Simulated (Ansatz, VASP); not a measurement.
Two plane-wave programs on Mg

```
CELL_PARAMETERS angstrom
5.13497 0.00000 0.00000
-2.56748 4.44701 0.00000
0.00000 0.00000 3.11169
ATOMIC_POSITIONS crystal
Mg 0.00000 0.00000 0.00000
Mg 0.33333 0.66667 0.50000
Mg 0.66667 0.33333 0.50000
```

Alike in both runs: task single point; functional LDA; k mesh 8 × 8 × 12; occupations fermi-dirac, width 0.1 eV; no spin polarisation.

|  | VASP | Ansatz |
| --- | --- | --- |
| version | VASP 6.6.1 | Ansatz 0.2.0 |
| potentials or method | VASP PAW LDA potentials, release 64 (Mg) | plane waves (420 eV) with PAW, scalar-relativistic |
| plane-wave cutoff (eV) | 520 | 420 |
| valence electrons in the cell | 6 | 30 |

Ansatz gave:

```
pressure (GPa)                                  : -2.5
largest component of the traceless stress (GPa) : 0.07
```

Problem. What did VASP give for the same quantities?

Solution. Pressure (GPa): -2.8; largest component of the traceless stress (GPa): 0.07.

The two sets of potentials don't hold the same shells in valence. Ansatz warned: «pseudo_functional_mismatch».
